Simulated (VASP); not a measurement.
**Zr: band structure with AM05**

The system is Zr.

```
Zr
1.0
    -1.81000    1.81000    1.81000
     1.81000   -1.81000    1.81000
     1.81000    1.81000   -1.81000
Zr
1
Cartesian
  0.0000 0.0000 0.0000
```

This isn't the form of Zr at room conditions, which is hcp.

```json
{
 "Program": "VASP 6.6.1",
 "Task": "band structure",
 "Functional": "AM05",
 "Potentials or basis": "VASP PAW PBE potentials, release 64 (Zr_sv)",
 "Cutoff": "520 eV",
 "k mesh": "10 × 10 × 10",
 "Occupations": "fermi-dirac, width 0.05 eV",
 "Spin": "no spin polarisation",
 "Further INCAR settings": "ALGO = Normal; EDIFF = 1e-06"
}
```

* Pressure: -6.7 GPa
* Band gap along the path: none (metal or under the smearing width)

Levels at the corners of the path, in eV from the Fermi level:
| point | band 3 | band 4 | band 5 | band 6 | band 7 | band 8 | band 9 | band 10 |
| --- | --- | --- | --- | --- | --- | --- | --- | --- |
| Γ | -26.04 | -26.04 | -5.40 | 1.08 | 1.08 | 1.08 | 3.51 | 3.51 |
| H | -26.67 | -26.67 | -2.50 | -2.50 | 5.51 | 5.51 | 5.51 | 7.19 |
| H | -26.67 | -26.67 | -2.50 | -2.50 | 5.51 | 5.51 | 5.51 | 7.19 |
| N | -26.33 | -26.05 | -2.77 | -0.67 | 1.45 | 3.49 | 4.15 | 6.16 |
| N | -26.33 | -26.05 | -2.77 | -0.67 | 1.45 | 3.49 | 4.15 | 6.16 |
| Γ | -26.04 | -26.04 | -5.40 | 1.08 | 1.08 | 1.08 | 3.51 | 3.51 |
| Γ | -26.04 | -26.04 | -5.40 | 1.08 | 1.08 | 1.08 | 3.51 | 3.51 |
| P | -26.50 | -26.50 | -0.57 | -0.57 | -0.57 | 4.27 | 4.27 | 7.20 |
| P | -26.50 | -26.50 | -0.57 | -0.57 | -0.57 | 4.27 | 4.27 | 7.20 |
| H | -26.67 | -26.67 | -2.50 | -2.50 | 5.51 | 5.51 | 5.51 | 7.19 |
| P | -26.50 | -26.50 | -0.57 | -0.57 | -0.57 | 4.27 | 4.27 | 7.20 |
| N | -26.33 | -26.05 | -2.77 | -0.67 | 1.45 | 3.49 | 4.15 | 6.16 |

Wall time 8.3 s on 1 thread of Intel(R) Xeon(R) 6975P-C (Granite Rapids), with other jobs on the host, peak memory 0.15 GiB.

Caveat: the PAW data sets were made with another functional, which shifts forces and pressure a little.
